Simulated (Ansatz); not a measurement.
Level of theory: DFT PBE, scalar-relativistic, plane waves, PAW (Ansatz 0.2.0). All cells share a 420 eV cutoff and Γ-centred k meshes spaced at most about 0.3 Å⁻¹ (about 0.25 or finer for metals, 2π included). No spin polarisation in the final relaxations.

These are static total energies at zero pressure. All come from trial cells, and lower structures may exist.

**Question.** Which of these relaxed structures of TaSi2 is the lowest in energy?
A.

```
CELL_PARAMETERS angstrom
4.40792 0.00000 0.00000
-2.20396 3.81737 0.00000
0.00000 0.00000 2.64879
ATOMIC_POSITIONS crystal
Ta 0.00000 0.00000 0.00000
Si 0.33333 0.66667 0.50000
Si 0.66667 0.33333 0.50000
```

B.

```
CELL_PARAMETERS angstrom
6.29791 0.00000 0.00000
0.00000 1.61594 2.43083
0.00000 -1.61594 2.43083
ATOMIC_POSITIONS crystal
Ta 0.00000 0.68589 0.68589
Si 0.31438 0.32751 0.32751
Si 0.68562 0.32751 0.32751
```

C.

```
CELL_PARAMETERS angstrom
2.44343 -1.55625 0.00000
2.44343 1.55625 0.00000
-0.06062 0.00000 6.14150
ATOMIC_POSITIONS crystal
Ta 0.00000 0.00000 0.50000
Si 0.66149 0.66149 0.83888
Si 0.33851 0.33851 0.16112
```

D.

```
CELL_PARAMETERS angstrom
1.80383 1.04144 4.35038
-1.80383 1.04144 4.35038
0.00000 -2.08288 4.35038
ATOMIC_POSITIONS crystal
Ta 0.50000 0.50000 0.50000
Si 0.28899 0.28899 0.28899
Si 0.71101 0.71101 0.71101
```

**Answer.** D. It has space group R-3m (No. 166); the next, B, with space group Amm2 (No. 38), lies 117 meV/atom higher. Counting Si atoms around Ta (those within 1.25 times the shortest such distance or 1.15 times the sum of covalent radii, 1.27 where that leaves under three), the lowest has Ta 8 and the next has Ta 6. The lowest holds Si–Si nets (shortest 2.38 Å); the next holds Si–Si pairs (shortest 2.34 Å).

Spin–orbit coupling, which can matter for Ta, is left out. A magnetic state wasn't ruled out in cells without spin, among them R-3m, Amm2, C2/m, P6/mmm. Cells relaxed within their symmetry can be saddle points. The part of the Crystallography Open Database at hand lists TaSi2 in space groups No. 180, 181; no cell shown has one of them. Some structure types and database cells were kept out of the candidates from the start, so a known form may be missing.
